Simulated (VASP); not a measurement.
# BeTe (F-43m) in VASP: band structure with PBEsol

Aim: the band structure of BeTe with PBEsol.

Everything below comes from runs of VASP 6.6.1. Logs are shortened: lines on timing, memory, paths and dates and some standing lists are left out, and cuts for length are marked.

## Step 1: The structure

It takes space group F-43m (No. 216, cubic). The conventional cell has a = 5.612 Å, b = 5.612 Å, c = 5.612 Å, α = 90.00°, β = 90.00°, γ = 90.00°. Be (site symmetry -43m) has 4 Te at 2.43 Å as nearest neighbours. Te (site symmetry -43m) has 4 Be at 2.43 Å as nearest neighbours.

The cell was built by a generator and needn't be a form met in nature.

## Step 2: Band structure, PBEsol

The input, INCAR:

```
SYSTEM = BeTe
PREC = Accurate
ENCUT = 520
EDIFF = 1E-7
ISMEAR = 0
SIGMA = 0.02
LREAL = .False.
LASPH = .True.
NELM = 60
ALGO = Normal
ISIF = 2
LWAVE = .False.
LCHARG = .False.
GGA = PS
NBANDS = 11
```

The input, KPOINTS:

```
regular mesh
0
Gamma
  10 10 10
  0 0 0
```

The input, POSCAR:

```
BeTe                                    
1.0
    0.0000000000      2.8060773577      2.8060773577
    2.8060773577     -0.0000000000      2.8060773577
    2.8060773577      2.8060773577      0.0000000000
  Be              Te            
     1     1
Direct
     0.0000000000000000    0.0000000000000000    0.0000000000000000
     0.2500000000000000    0.2500000000000000    0.2500000000000000
```

The input, KPOINTS_OPT:

```
path GXWKGLUWLK,UX
10
line-mode
reciprocal
 0.0000000000  0.0000000000  0.0000000000  G
 0.5000000000  0.0000000000  0.5000000000  X

 0.5000000000  0.0000000000  0.5000000000  X
 0.5000000000  0.2500000000  0.7500000000  W

 0.5000000000  0.2500000000  0.7500000000  W
 0.3750000000  0.3750000000  0.7500000000  K

 0.3750000000  0.3750000000  0.7500000000  K
 0.0000000000  0.0000000000  0.0000000000  G

 0.0000000000  0.0000000000  0.0000000000  G
 0.5000000000  0.5000000000  0.5000000000  L

 0.5000000000  0.5000000000  0.5000000000  L
 0.6250000000  0.2500000000  0.6250000000  U

 0.6250000000  0.2500000000  0.6250000000  U
 0.5000000000  0.2500000000  0.7500000000  W

 0.5000000000  0.2500000000  0.7500000000  W
 0.5000000000  0.5000000000  0.5000000000  L

 0.5000000000  0.5000000000  0.5000000000  L
 0.3750000000  0.3750000000  0.7500000000  K

 0.6250000000  0.2500000000  0.6250000000  U
 0.5000000000  0.0000000000  0.5000000000  X
```

Potentials or basis: VASP PAW PBE potentials, release 64 (Be, Te).

Started as:

```
cat potpaw_PBE.64/Be/POTCAR potpaw_PBE.64/Te/POTCAR > POTCAR
mpirun -np 1 vasp_std > vasp.out
```

OUTCAR:

```text
SYSTEM = BeTe
   PREC = Accurate
   ENCUT = 520
   EDIFF = 1E-7
   ISMEAR = 0
   LREAL = .False.
   LASPH = .True.
   NELM = 60
   ISIF = 2
   GGA = PS

 ion  position               nearest neighbor table
   1  0.000  0.000  0.000-   2 2.43   2 2.43   2 2.43   2 2.43
   2  0.250  0.250  0.250-   1 2.43   1 2.43   1 2.43   1 2.43

  LATTYP: Found a face centered cubic cell.
 ALAT       =     5.6121547154

  Lattice vectors:

 A1 = (   0.0000000000,   2.8060773577,   2.8060773577)
 A2 = (   2.8060773577,   0.0000000000,   2.8060773577)
 A3 = (   2.8060773577,   2.8060773577,   0.0000000000)

Analysis of symmetry for initial positions (statically):
=====================================================================
 Subroutine PRICEL returns:
 Original cell was already a primitive cell.

 Routine SETGRP: Setting up the symmetry group for a
 face centered cubic supercell.

 Subroutine GETGRP returns: Found 24 space group operations
 (whereof 24 operations were pure point group operations)
 out of a pool of 48 trial point group operations.

The static configuration has the point symmetry T_d .

Analysis of symmetry for dynamics (positions and initial velocities):
=====================================================================
 Subroutine PRICEL returns:
 Original cell was already a primitive cell.

 Routine SETGRP: Setting up the symmetry group for a
 face centered cubic supercell.

 Subroutine GETGRP returns: Found 24 space group operations
 (whereof 24 operations were pure point group operations)
 out of a pool of 48 trial point group operations.

The dynamic configuration has the point symmetry T_d .

 Subroutine INISYM returns: Found 24 space group operations
 (whereof 24 operations are pure point group operations),
 and found     1 'primitive' translations

----------------------------------------------------------------------------------------

                                     Primitive cell

  volume of cell :      44.1905

  direct lattice vectors                    reciprocal lattice vectors
     0.000000000  2.806077358  2.806077358    -0.178184681  0.178184681  0.178184681
     2.806077358  0.000000000  2.806077358     0.178184681 -0.178184681  0.178184681
     2.806077358  2.806077358  0.000000000     0.178184681  0.178184681 -0.178184681

  length of vectors
     3.968392656  3.968392656  3.968392656     0.308624921  0.308624921  0.308624921

  position of ions in fractional coordinates (direct lattice)
     0.000000000  0.000000000  0.000000000
     0.250000000  0.250000000  0.250000000

  ion indices of the primitive-cell ions
   primitive index   ion index
                 1           1
                 2           2

----------------------------------------------------------------------------------------

 KPOINTS: regular mesh

Automatic generation of k-mesh.
 Grid dimensions read from file:
 generate k-points for:   10   10   10

 Generating k-lattice:

  Cartesian coordinates                     Fractional coordinates (reciprocal lattice)
    -0.017818468  0.017818468  0.017818468     0.100000000  0.000000000  0.000000000
     0.017818468 -0.017818468  0.017818468     0.000000000  0.100000000  0.000000000
     0.017818468  0.017818468 -0.017818468     0.000000000  0.000000000  0.100000000

  Length of vectors
     0.030862492  0.030862492  0.030862492

  Shift w.r.t. Gamma in fractional coordinates (k-lattice)
     0.000000000  0.000000000  0.000000000

 Subroutine IBZKPT returns following result:
 ===========================================

 Found     47 irreducible k-points:

 Following reciprocal coordinates:
            Coordinates               Weight
  0.000000  0.000000  0.000000      1.000000
  0.100000  0.000000  0.000000      8.000000
  0.200000  0.000000  0.000000      8.000000
  0.300000  0.000000  0.000000      8.000000
  0.400000  0.000000  0.000000      8.000000
  0.500000  0.000000  0.000000      4.000000
[... 16 lines left out ...]
  0.300000  0.300000  0.000000      6.000000
  0.400000  0.300000  0.000000     24.000000
 [... further k-points ...]
   k-points           NKPTS =     47   k-points in BZ     NKDIM =     47   number of bands    NBANDS=     11
   number of dos      NEDOS =    301   number of ions     NIONS =      2
   total plane-waves  NPLWV =  27000
   dimension x,y,z NGX =    30 NGY =   30 NGZ =   30
   dimension x,y,z NGXF=    60 NGYF=   60 NGZF=   60
   ions per type =               1   1
   NGX,Y,Z   is equivalent  to a cutoff of  12.57, 12.57, 12.57 a.u.
   NGXF,Y,Z  is equivalent  to a cutoff of  25.14, 25.14, 25.14 a.u.
 SYSTEM =  BeTe
   PREC   = accura    normal or accurate (medium, high low for compatibility)
   ISTART =      0    job   : 0-new  1-cont  2-samecut
   ICHARG =      2    charge: 1-file 2-atom 10-const
   ISPIN  =      1    spin polarized calculation?
   LNONCOLLINEAR =      F non collinear calculations
   LSORBIT =      F    spin-orbit coupling
   LASPH  =      T    aspherical Exc in radial PAW
   ENCUT  =  520.0 eV  38.22 Ry    6.18 a.u.   7.38  7.38  7.38*2*pi/ulx,y,z
   NELM   =     60;   NELMIN=  2; NELMDL= -5     # of ELM steps
   EDIFF  = 0.1E-06   stopping-criterion for ELM
   LREAL  =      F    real-space projection
   EDIFFG = 0.1E-05   stopping-criterion for IOM
   NSW    =      0    number of steps for IOM
   IBRION =     -1    ionic relax: 0-MD 1-quasi-New 2-CG
   NFREE  =      0    steps in history (QN), initial steepest desc. (CG)
   ISIF   =      2    stress and relaxation
   ISYM   =      2    0-nonsym 1-usesym 2-fastsym
   POTIM  = 0.5000    time-step for ionic-motion
   TEBEG  =    0.0;   TEEND  =   0.0 temperature during run
   PSTRESS=    0.0 pullay stress
   NELECT =       8.0000    total number of electrons
   NUPDOWN=      -1.0000    fix difference up-down
   EMIN   =  10.00;   EMAX   =-10.00  energy-range for DOS
   EFERMI =   0.00;   METHOD = LEGACY
   ISMEAR =     0;   SIGMA  =   0.02  broadening in eV -4-tet -1-fermi 0-gaus
   EFERMI_NEDOS =   21; number of points for ismear=-14 and -15
   IALGO  =     38    algorithm
   IMIX   =      4    mixing-type and parameters
     AMIX     =   0.40;   BMIX     =  1.00
     AMIX_MAG =   1.60;   BMIX_MAG =  1.00
  volume/ion in A,a.u.               =      22.10       149.11
  Fermi-wavevector in a.u.,A,eV,Ry     =   0.926108  1.750091 11.669403  0.857677
  Thomas-Fermi vector in A             =   2.052035
   LORBIT       =      0    0 simple, 1 ext, 2 COOP (PROOUT), +10 PAW based schemes
   GGA     = PS    functional components
   LHFCALC =     F    Hartree Fock is set to
   AEXX    =    0.0000 exact exchange contribution
   IVDW    =     0    specifies the selected vdW correction
   LEPSILON=     F    determine dielectric tensor
   LRPA    =     F    only Hartree local field effects (RPA)
 non-spin polarized calculation
 Gauss-broadening in eV      SIGMA  =   0.02
  energy-cutoff  :      520.00
  volume of cell :       44.19
 maximum number of plane-waves:      1243
 NGX is ok and might be reduce to    30
   NGX = 15   NGY = 15   NGZ = 15

 number of electron       8.0000000 magnetization

 Free energy of the ion-electron system (eV)
  ---------------------------------------------------
  ext. energy  EPLUGINS =         0.00000000
  ---------------------------------------------------
  free energy    TOTEN  =        -8.21660309 eV

  energy without entropy =       -8.21660309  energy(sigma->0) =       -8.21660309

 E-fermi :   5.2585     XC(G=0):  -9.2433

 val. band max:        5.1219299709   @ k =   0.0000   0.0000   0.0000
 cond. band min:       6.9498401391   @ k =   0.5000   0.5000   0.0000
 fundamental gap:      1.8279101682
 Fermi energy:         5.2585452731

 k-point     1 :       0.0000    0.0000    0.0000
  band No.  band energies     occupation
      1      -7.2809      2.00000
      2       5.1219      2.00000
      3       5.1219      2.00000
      4       5.1219      2.00000
      5       8.7125      0.00000
      6       8.7125      0.00000
      7       8.7125      0.00000
      8       8.9306      0.00000
      9      13.3288      0.00000
     10      15.3858      0.00000
     11      15.3858      0.00000

 k-point     2 :       0.1000    0.0000    0.0000
  band No.  band energies     occupation
      1      -7.1840      2.00000
      2       4.1749      2.00000
      3       4.9598      2.00000
      4       4.9598      2.00000
      5       8.6740      0.00000
      6       8.9493      0.00000
      7       8.9493      0.00000
      8       9.8495      0.00000
      9      13.6179      0.00000
     10      14.5911      0.00000
     11      14.5911      0.00000

 k-point     3 :       0.2000    0.0000    0.0000
  band No.  band energies     occupation
      1      -6.9071      2.00000
      2       2.5364      2.00000
      3       4.6126      2.00000
      4       4.6126      2.00000
      5       8.5059      0.00000
      6       9.4146      0.00000
      7       9.4146      0.00000
      8      11.4467      0.00000
      9      14.0203      0.00000
     10      14.0692      0.00000
     11      14.0692      0.00000

 k-point     4 :       0.3000    0.0000    0.0000
  band No.  band energies     occupation
      1      -6.5016      2.00000
      2       1.0154      2.00000
      3       4.2759      2.00000
      4       4.2759      2.00000
      5       8.3368      0.00000
      6       9.6885      0.00000
      7       9.6885      0.00000
      8      12.6482      0.00000
      9      14.1726      0.00000
     10      14.3952      0.00000
     11      14.3952      0.00000

 k-point     5 :       0.4000    0.0000    0.0000
  band No.  band energies     occupation
      1      -6.0921      2.00000
      2      -0.0959      2.00000
      3       4.0491      2.00000
      4       4.0491      2.00000
      5       8.2233      0.00000
      6       9.7025      0.00000
      7       9.7025      0.00000
      8      12.8377      0.00000
      9      15.1550      0.00000
     10      15.5175      0.00000
     11      15.5175      0.00000
[... 211 lines left out ...]
 k-point    21 :      -0.3000    0.2000    0.0000
  band No.  band energies     occupation
      1      -5.9741      2.00000
      2       0.4711      2.00000
      3       2.1714      2.00000
      4       3.8996      2.00000
      5       8.8327      0.00000
      6      10.5131      0.00000
      7      10.6969      0.00000
      8      12.3188      0.00000
      9      13.7166      0.00000
     10      14.8924      0.00000
     11      17.2105      0.00000

 k-point    22 :      -0.2000    0.2000    0.0000
  band No.  band energies     occupation
      1      -6.3626      2.00000
      2       1.3238      2.00000
      3       2.6091      2.00000
      4       4.3392      2.00000
      5       9.1341      0.00000
      6       9.9296      0.00000
      7      10.4859      0.00000
      8      11.3932      0.00000
      9      13.1471      0.00000
     10      15.3514      0.00000
     11      16.3520      0.00000

 k-point    23 :       0.3000    0.3000    0.0000
  band No.  band energies     occupation
      1      -6.2330      2.00000
      2       1.5004      2.00000
      3       3.0618      2.00000
      4       3.0618      2.00000
      5       7.4217      0.00000
      6       8.8626      0.00000
      7      12.4097      0.00000
      8      12.4097      0.00000
      9      14.6318      0.00000
     10      16.5687      0.00000
     11      16.7961      0.00000

 k-point    24 :       0.4000    0.3000    0.0000
  band No.  band energies     occupation
      1      -5.9060      2.00000
      2       0.8046      2.00000
      3       2.5701      2.00000
      4       2.8489      2.00000
      5       7.5192      0.00000
      6       8.7277      0.00000
      7      12.6976      0.00000
      8      12.8901      0.00000
      9      15.8597      0.00000
     10      16.9639      0.00000
     11      17.3976      0.00000

 [... further k-points ...]
[... 5 lines left out ...]
  --------------------------------------------------------------------------------------
  -------------------------------------------------------------------------------------
  Total        0.0012085      0.0012085      0.0012085      0.0000000      0.0000000      0.0000000
  in kB        0.0438149      0.0438149      0.0438149      0.0000000      0.0000000      0.0000000
  external PRESSURE =       0.0438149 kB  Pullay stress =       0.0000000 kB

 VOLUME and BASIS-vectors are now :
 -----------------------------------------------------------------------------
  energy-cutoff  :      520.00
  volume of cell :       44.19
      direct lattice vectors                 reciprocal lattice vectors
     0.000000000  2.806077358  2.806077358    -0.178184681  0.178184681  0.178184681
     2.806077358  0.000000000  2.806077358     0.178184681 -0.178184681  0.178184681
     2.806077358  2.806077358  0.000000000     0.178184681  0.178184681 -0.178184681

 POSITION                                       TOTAL-FORCE (eV/Angst)
 -----------------------------------------------------------------------------------
      0.00000      0.00000      0.00000         0.000000      0.000000      0.000000
      1.40304      1.40304      1.40304        -0.000000     -0.000000     -0.000000
 -----------------------------------------------------------------------------------
    total drift:                                0.000000      0.000000      0.000000

  FREE ENERGIE OF THE ION-ELECTRON SYSTEM (eV)
  ---------------------------------------------------
  free  energy   TOTEN  =        -8.2166030871 eV

  energy  without entropy=       -8.2166030871  energy(sigma->0) =       -8.21660309
```

Wall time 29 s (1 thread of Intel Xeon Platinum 8488C (Sapphire Rapids), shared host); peak memory 0.19 GiB.

Results:

| Property | Result |
| --- | --- |
| Free energy | -8.2166 eV |
| Pressure | 0.0 GPa |
| Band gap on the k mesh | 1.83 eV, indirect (least direct gap 3.59 eV) |
| Band gap along the path | 1.83 eV, indirect (least direct gap 3.59 eV) |

Levels at the corners of the path, in eV from the valence-band top:
```tsv
point	band 2	band 3	band 4	band 5	band 6	band 7
Γ	0.00	0.00	0.00	3.59	3.59	3.59
X	-5.19	-2.70	-2.70	1.83	2.60	9.77
X	-5.19	-2.70	-2.70	1.83	2.60	9.77
W	-4.63	-3.79	-3.29	5.18	5.48	5.54
W	-4.63	-3.79	-3.29	5.18	5.48	5.54
K	-4.82	-3.98	-2.28	2.60	5.21	7.91
K	-4.82	-3.98	-2.28	2.60	5.21	7.91
Γ	0.00	0.00	0.00	3.59	3.59	3.59
Γ	0.00	0.00	0.00	3.59	3.59	3.59
L	-5.64	-1.15	-1.15	3.06	4.55	4.55
L	-5.64	-1.15	-1.15	3.06	4.55	4.55
U	-4.82	-3.98	-2.28	2.60	5.21	7.91
U	-4.82	-3.98	-2.28	2.60	5.21	7.91
W	-4.63	-3.79	-3.29	5.18	5.48	5.54
W	-4.63	-3.79	-3.29	5.18	5.48	5.54
L	-5.64	-1.15	-1.15	3.06	4.55	4.55
L	-5.64	-1.15	-1.15	3.06	4.55	4.55
K	-4.82	-3.98	-2.28	2.60	5.21	7.91
U	-4.82	-3.98	-2.28	2.60	5.21	7.91
X	-5.19	-2.70	-2.70	1.83	2.60	9.77
```

Caveat: the PAW data sets were made with another functional, which shifts forces and pressure a little; spin-orbit coupling is left out, which moves the levels of the heavy elements. As with any semilocal functional, this PBEsol gap is likely too small.
